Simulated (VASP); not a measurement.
# SiC (Cmc2_1) in VASP: settings compared

Aim: see how the results for SiC move with the level of theory and the settings. Levels: LDA, PBE. Tasks: electrostatic potential, relaxation of cell and atoms.

All numbers are computed with VASP 6.6.1; they aren't measurements. Logs are shortened: lines on timing, memory, paths and dates and some standing lists are left out, and cuts for length are marked.

### Step 1. The structure

Symmetry: Cmc2_1, No. 36, orthorhombic system. Conventional cell: a = 3.140 Å, b = 5.256 Å, c = 5.088 Å, α = 90.00°, β = 90.00°, γ = 90.00°. Si (site symmetry m) has 4 C at 1.88 to 1.91 Å as nearest neighbours. C (site symmetry m) is surrounded by 4 Si at 1.88 to 1.91 Å.

The cell was built by a generator and isn't the measured one.

### Step 2. Electrostatic potential, LDA

INCAR

```
SYSTEM = SiC
PREC = Accurate
ENCUT = 520
EDIFF = 1E-6
ISMEAR = 0
SIGMA = 0.02
LREAL = .FALSE.
LASPH = .TRUE.
NELM = 100
ALGO = Fast
ISIF = 2
LWAVE = .FALSE.
LCHARG = .TRUE.
LVHAR = .TRUE.
KPAR = 2
```

KPOINTS

```
Automatic mesh
0
G
  8 5 5
  0 0 0
```

POSCAR

```
SiC                                     
1.0
    3.1404565028      0.0000000000      0.0000000000
    0.0000000000      5.0875395346      0.0000000000
    0.0000000000      0.0000000000      5.2563848932
  Si              C             
     4     4
Direct
     1.0000000000000000    0.9987546349211140    0.3329066609243895
     0.5000000000000000    0.9987546349211140    0.8329066609243895
     0.5000000000000000    0.4987546349211141    0.1670933390756106
     0.0000000000000000    0.4987546349211141    0.6670933390756105
     0.0000000000000000    0.6232453650788858    0.3305925829378974
     0.5000000000000000    0.6232453650788858    0.8305925829378975
     0.5000000000000000    0.1232453650788858    0.1694074170621026
     0.0000000000000000    0.1232453650788858    0.6694074170621025
```

Potentials or basis: VASP PAW LDA potentials, release 64 (Si, C).

Launch:

```console
> cat potpaw_LDA.64/Si/POTCAR potpaw_LDA.64/C/POTCAR > POTCAR
> mpirun -np 2 vasp_std > vasp.out
```

OUTCAR:

```text
SYSTEM = SiC
   PREC = Accurate
   ENCUT = 520
   EDIFF = 1E-6
   ISMEAR = 0
   LREAL = .FALSE.
   LASPH = .TRUE.
   NELM = 100
   ISIF = 2

 ion  position               nearest neighbor table
   1  0.000  0.999  0.333-   8 1.88   7 1.90   7 1.90   5 1.91   2 3.06   2 3.06   2 3.06   2 3.06
                             4 3.09   4 3.09   3 3.11   3 3.11   3 3.11   3 3.11
   2  0.500  0.999  0.833-   7 1.88   8 1.90   8 1.90   6 1.91   1 3.06   1 3.06   1 3.06   1 3.06
                             3 3.09   3 3.09   4 3.11   4 3.11   4 3.11   4 3.11
   3  0.500  0.499  0.167-   6 1.88   5 1.90   5 1.90   7 1.91   4 3.06   4 3.06   4 3.06   4 3.06
                             2 3.09   2 3.09   1 3.11   1 3.11   1 3.11   1 3.11
   4  0.000  0.499  0.667-   5 1.88   6 1.90   6 1.90   8 1.91   3 3.06   3 3.06   3 3.06   3 3.06
                             1 3.09   1 3.09   2 3.11   2 3.11   2 3.11   2 3.11
   5  0.000  0.623  0.331-   4 1.88   3 1.90   3 1.90   1 1.91
   6  0.500  0.623  0.831-   3 1.88   4 1.90   4 1.90   2 1.91
   7  0.500  0.123  0.169-   2 1.88   1 1.90   1 1.90   3 1.91
   8  0.000  0.123  0.669-   1 1.88   2 1.90   2 1.90   4 1.91

  LATTYP: Found a simple orthorhombic cell.
 ALAT       =     3.1404565028
 B/A-ratio  =     1.6200000000
 C/A-ratio  =     1.6737645908

  Lattice vectors:

 A1 = (   3.1404565028,   0.0000000000,   0.0000000000)
 A2 = (   0.0000000000,   5.0875395346,   0.0000000000)
 A3 = (   0.0000000000,   0.0000000000,   5.2563848932)

Analysis of symmetry for initial positions (statically):
=====================================================================
 Subroutine PRICEL returns following result:

  LATTYP: Found a base centered orthorhombic cell.
 ALAT       =     3.1404565028
 B/A-ratio  =     1.6737645908
 C/A-ratio  =     1.6200000000

  Lattice vectors:

 A1 = (   1.5702282514,   0.0000000000,   2.6281924466)
 A2 = (   1.5702282514,   0.0000000000,  -2.6281924466)
 A3 = (   0.0000000000,   5.0875395346,   0.0000000000)

   2 primitive cells build up your supercell.

 Routine SETGRP: Setting up the symmetry group for a
 simple orthorhombic supercell.

 Subroutine GETGRP returns: Found  4 space group operations
 (whereof  2 operations were pure point group operations)
 out of a pool of  8 trial point group operations.

The static configuration has the point symmetry C_1h.
 The point group associated with its full space group is C_2v.

Analysis of symmetry for dynamics (positions and initial velocities):
=====================================================================
[... 136 lines left out ...]
   TEBEG  =    0.0;   TEEND  =   0.0 temperature during run
   PSTRESS=    0.0 pullay stress
   NELECT =      32.0000    total number of electrons
   NUPDOWN=      -1.0000    fix difference up-down
   EMIN   =  10.00;   EMAX   =-10.00  energy-range for DOS
   EFERMI =   0.00;   METHOD = LEGACY
   ISMEAR =     0;   SIGMA  =   0.02  broadening in eV -4-tet -1-fermi 0-gaus
   EFERMI_NEDOS =   21; number of points for ismear=-14 and -15
   IALGO  =     68    algorithm
   IMIX   =      4    mixing-type and parameters
     AMIX     =   0.40;   BMIX     =  1.00
     AMIX_MAG =   1.60;   BMIX_MAG =  1.00
  volume/ion in A,a.u.               =      10.50        70.84
  Fermi-wavevector in a.u.,A,eV,Ry     =   1.186849  2.242820 19.165320  1.408611
  Thomas-Fermi vector in A             =   2.323013
   LORBIT       =      0    0 simple, 1 ext, 2 COOP (PROOUT), +10 PAW based schemes
   GGA     = CA    functional components
   LHFCALC =     F    Hartree Fock is set to
   AEXX    =    0.0000 exact exchange contribution
   IVDW    =     0    specifies the selected vdW correction
   LEPSILON=     F    determine dielectric tensor
   LRPA    =     F    only Hartree local field effects (RPA)
 non-spin polarized calculation
 RMM-DIIS sequential band-by-band and
 Gauss-broadening in eV      SIGMA  =   0.02
  energy-cutoff  :      520.00
  volume of cell :       83.98
 maximum number of plane-waves:      2280
 NGX is ok and might be reduce to    24
   NGX = 11   NGY = 19   NGZ = 19

 number of electron      32.0000000 magnetization

 Free energy of the ion-electron system (eV)
  ---------------------------------------------------
  ext. energy  EPLUGINS =         0.00000000
  ---------------------------------------------------
  free energy    TOTEN  =       -66.43182120 eV

  energy without entropy =      -66.43182120  energy(sigma->0) =      -66.43182120

 E-fermi :   8.3197     XC(G=0): -11.4881

 val. band max:        8.1917951067   @ k =   0.0000   0.0000   0.0000
 cond. band min:      10.2844519240   @ k =   0.3750   0.0000   0.0000
 fundamental gap:      2.0926568173
 Fermi energy:         8.3197284117

 k-point     1 :       0.0000    0.0000    0.0000
  band No.  band energies     occupation
      1      -7.3196      2.00000
      2      -3.8339      2.00000
      3      -3.7897      2.00000
      4      -2.4582      2.00000
      5      -0.6018      2.00000
      6       0.4914      2.00000
[... 565 lines left out ...]
     20      14.3685      0.00000
     21      14.4274      0.00000

 [... further k-points ...]

------------------------ aborting loop because EDIFF is reached ----------------------------------------

  FORCE on cell =-STRESS in cart. coord.  units (eV):
  Direction    XX          YY          ZZ          XY          YZ          ZX
  --------------------------------------------------------------------------------------
  -------------------------------------------------------------------------------------
  Total       -6.7245085     -4.3556870      0.1205414      0.0000000      0.0000000      0.0000000
  in kB     -128.2872198    -83.0958836      2.2996367      0.0000000      0.0000000      0.0000000
  external PRESSURE =     -69.6944889 kB  Pullay stress =       0.0000000 kB

 VOLUME and BASIS-vectors are now :
 -----------------------------------------------------------------------------
  energy-cutoff  :      520.00
  volume of cell :       83.98
      direct lattice vectors                 reciprocal lattice vectors
     3.140456503  0.000000000  0.000000000     0.318425044  0.000000000  0.000000000
     0.000000000  5.087539535  0.000000000     0.000000000  0.196558669  0.000000000
     0.000000000  0.000000000  5.256384893     0.000000000  0.000000000  0.190244820

 POSITION                                       TOTAL-FORCE (eV/Angst)
 -----------------------------------------------------------------------------------
      0.00000      5.08120      1.74989        -0.000000     -0.004577      0.008265
      1.57023      5.08120      4.37808        -0.000000     -0.004577      0.008265
      1.57023      2.53743      0.87831        -0.000000     -0.004577     -0.008265
      0.00000      2.53743      3.50650        -0.000000     -0.004577     -0.008265
      0.00000      3.17079      1.73772        -0.000000      0.004577      0.001831
      1.57023      3.17079      4.36591        -0.000000      0.004577      0.001831
      1.57023      0.62702      0.89047         0.000000      0.004577     -0.001831
      0.00000      0.62702      3.51866        -0.000000      0.004577     -0.001831
 -----------------------------------------------------------------------------------
    total drift:                                0.000000     -0.000662      0.000001

  FREE ENERGIE OF THE ION-ELECTRON SYSTEM (eV)
  ---------------------------------------------------
  free  energy   TOTEN  =       -66.4318212035 eV

  energy  without entropy=      -66.4318212035  energy(sigma->0) =      -66.43182120
```

stdout:

```text
POSCAR found type information on POSCAR SiC
 POSCAR found :  2 types and       8 ions
 scaLAPACK will be used
 LDA part: xc-table for (Slater(with rela. corr.)+CA(PZ))
 , standard interpolation
 POSCAR, INCAR and KPOINTS ok, starting setup
 FFT: planning ... GRIDC
 FFT: planning ... GRID_SOFT
 FFT: planning ... GRID
 WAVECAR not read
 entering main loop
```

Run time: 36 s. Hardware: 2 MPI ranks of AMD EPYC 7R13 (Zen 3), shared host; peak memory 0.16 GiB.

What came out:

* Free energy: -66.4318 eV
* Pressure: -7.0 GPa
* Largest force: 0.009 eV/Å
* Band gap on the k mesh: 2.09 eV

Forces on the atoms (eV/Å):
```
Si   0.000 -0.005  0.008
Si   0.000 -0.005  0.008
Si   0.000 -0.005 -0.008
Si   0.000 -0.005 -0.008
C    0.000  0.005  0.002
C    0.000  0.005  0.002
C    0.000  0.005 -0.002
C    0.000  0.005 -0.002
```

Caveat: an odd mesh through Γ misses points on the zone boundary, where band edges often lie. A hybrid or GW would open this gap; LDA tends to underestimate it.

### Step 3. Relaxation of cell and atoms, PBE

This run uses another cell than the first one, of 10.60 Å³/atom, 1.010 times its volume.

INCAR

```
SYSTEM = SiC
PREC = Accurate ; ENCUT = 600
EDIFF = 1E-6 ; ISMEAR = 0
SIGMA = 0.02 ; LREAL = .False.
LASPH = .True. ; NELM = 80
ALGO = Normal ; ISIF = 3
LWAVE = .False. ; LCHARG = .False.
GGA = PE ; IBRION = 2
NSW = 40 ; EDIFFG = -0.005
LATTICE_CONSTRAINTS = .FALSE. .FALSE. .TRUE. ; KPAR = 8
```

KPOINTS

```
regular mesh
0
Gamma
  8 5 5
  0 0 0
```

POSCAR

```
SiC
1.0
    3.1943307161      0.0000000000      0.0000000000
    0.0000000000      5.1748157601      0.0000000000
    0.0000000000      0.0000000000      5.1304571664
Si C
4 4
Direct
    0.0000000000      0.0000000000      0.3333333333
    0.5000000000      0.0000000000      0.8333333333
    0.5000000000      0.5000000000      0.1666666667
    0.0000000000      0.5000000000      0.6666666667
    0.0000000000      0.6220000000      0.3333333333
    0.5000000000      0.6220000000      0.8333333333
    0.5000000000      0.1220000000      0.1666666667
    0.0000000000      0.1220000000      0.6666666667
```

Potentials or basis: VASP PAW PBE potentials, release 64 (Si, C).

Launch:

```console
> cat potpaw_PBE.64/Si/POTCAR potpaw_PBE.64/C/POTCAR > POTCAR
> mpirun -np 8 vasp_std > vasp.out
```

Run time: 1.8 min. Hardware: 8 MPI ranks of Intel Xeon Platinum 8488C (Sapphire Rapids), shared host; peak memory 0.27 GiB.

It converged, with:

```
Free energy                            : -60.0293 eV
Relaxed volume                         : 10.97 Å³/atom
Relaxed cell                           : a = 3.194 Å, b = 5.175 Å, c = 5.309 Å, α = 90.00°, β = 90.00°, γ = 90.00°
Space group after relaxing (to 0.05 Å) : Cmc2_1 (No. 36)
Energy gained by relaxing              : 28.0 meV/atom
Ionic steps                            : 12
Pressure after relaxing                : -8.6 GPa
Band gap on the k mesh                 : 2.07 eV
```

Stress tensor (GPa, compression positive):
```
-14.93   0.00   0.00
  0.00 -10.92   0.00
  0.00   0.00   0.01
```

The path:
| step | energy change (eV) | largest force (eV/Å) | pressure (GPa) | volume (Å³) |
| --- | --- | --- | --- | --- |
| 1 | 0.0000 | 0.9261 | -0.93 | 84.81 |
| 2 | 0.0631 | 0.9923 | -13.37 | 90.56 |
| 3 | -0.2122 | 0.2823 | -7.79 | 87.31 |
| 4 | -0.2124 | 0.2660 | -7.66 | 87.26 |
| 5 | -0.2235 | 0.0429 | -8.81 | 87.86 |
| 6 | -0.2235 | 0.0461 | -8.79 | 87.85 |
| 7 | -0.2237 | 0.0417 | -8.54 | 87.74 |
| 8 | -0.2238 | 0.0294 | -8.61 | 87.77 |
| 9 | -0.2239 | 0.0188 | -8.62 | 87.77 |
| 10 | -0.2241 | 0.0208 | -8.63 | 87.77 |
| 11 | -0.2241 | 0.0081 | -8.61 | 87.76 |
| 12 | -0.2241 | 0.0018 | -8.61 | 87.77 |

Final structure:
```
CELL_PARAMETERS angstrom
3.19433 0.00000 0.00000
0.00000 5.17482 0.00000
0.00000 0.00000 5.30946
ATOMIC_POSITIONS crystal
Si 0.00000 0.99863 0.33312
Si 0.50000 0.99863 0.83312
Si 0.50000 0.49863 0.16688
Si 0.00000 0.49863 0.66688
C 0.00000 0.62337 0.33013
C 0.50000 0.62337 0.83013
C 0.50000 0.12337 0.16987
C 0.00000 0.12337 0.66987
```

Levels at points of the mesh, in eV from the valence-band top:
| k point | band 14 | band 15 | band 16 | band 17 | band 18 | band 19 |
| --- | --- | --- | --- | --- | --- | --- |
| (0.00, 0.00, 0.00) | -0.32 | -0.30 | 0.00 | 2.07 | 3.71 | 4.15 |
| (0.50, 0.00, 0.00) | -2.98 | -2.72 | -2.72 | 3.04 | 3.04 | 6.87 |

Caveat: an odd mesh through Γ misses points on the zone boundary, where band edges often lie.

(Part 1 of 2 ends here.)
